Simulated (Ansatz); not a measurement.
# IrO2 at a changed volume — quadrupolar parameters

The cell is a structure deposited in the COD, relaxed with PBE at fixed cell and then changed (volume scaled by 1.04, ions relaxed).

```cif
data_IrO2
_symmetry_space_group_name_H-M 'P4_2/mnm'
_symmetry_Int_Tables_number 136
_cell_length_a 4.5582
_cell_length_b 4.5582
_cell_length_c 3.1874
_cell_angle_alpha 90.000
_cell_angle_beta 90.000
_cell_angle_gamma 90.000
loop_
_atom_site_label
_atom_site_type_symbol
_atom_site_symmetry_multiplicity
_atom_site_Wyckoff_symbol
_atom_site_fract_x
_atom_site_fract_y
_atom_site_fract_z
Ir Ir 2 a 0.0000 0.0000 0.0000
O O 4 f 0.3082 0.3082 0.0000
```

One atom of each set is listed.

The numbers come from a DFT calculation in Ansatz (PBE, plane waves and PAW, scalar-relativistic, collinear spin, 420 eV cutoff, Γ-centred 10×10×15 k-points, Fermi–Dirac smearing 0.05 eV). Start moments as typed (μB): 1 on each Ir, none on the rest.

Conventions: |V_zz| ≥ |V_yy| ≥ |V_xx|, η = (V_xx − V_yy)/V_zz, C_Q = eQV_zz/h.

¹⁹³Ir: I = 3/2, Q = 751.0 mb; 17O: I = 5/2, Q = -25.58 mb. Quadrupole moments are those of Pyykkö's year-2017 table.

Question: Give the quadrupolar parameters of the distinct sites.

Answer: 

| site | atoms | first shell | V_zz (10²¹ V/m²) | η | C_Q (MHz) |
| --- | --- | --- | --- | --- | --- |
| Ir | 2 | 6 O at 1.99–2.02 Å | -12.24 | 0.33 | -222 |
| O | 4 | 3 Ir at 1.99–2.02 Å | -10.03 | 0.20 | 6.21 |

At O V_zz stands upright on the plane through its three neighbours (within 1°).

The run finds no gap above 0.1 eV (a metal, or nearly one), so the gradients can move by 10 % or more with the k-mesh. Spin–orbit coupling is left out, which shifts gradients on Ir by a few per cent in wide-gap crystals, and can shift them far more where the calculated gap is small or absent, as here. Semilocal functionals can leave a metal where correlation in the d or f shell opens a gap in the real compound, and that would change the values at and beside Ir. The start moments die out, and the run ends without spin.

The relaxation (2 steps) took 46 s of wall time (45 s of CPU time) and 0.99 GiB at its peak, on 1 thread of Intel Xeon 6975P-C (Granite Rapids) (x86_64; 16 cores open to the job, memory cap 3.0 GiB, no GPU), a shared host with a load of 0.1 a core.
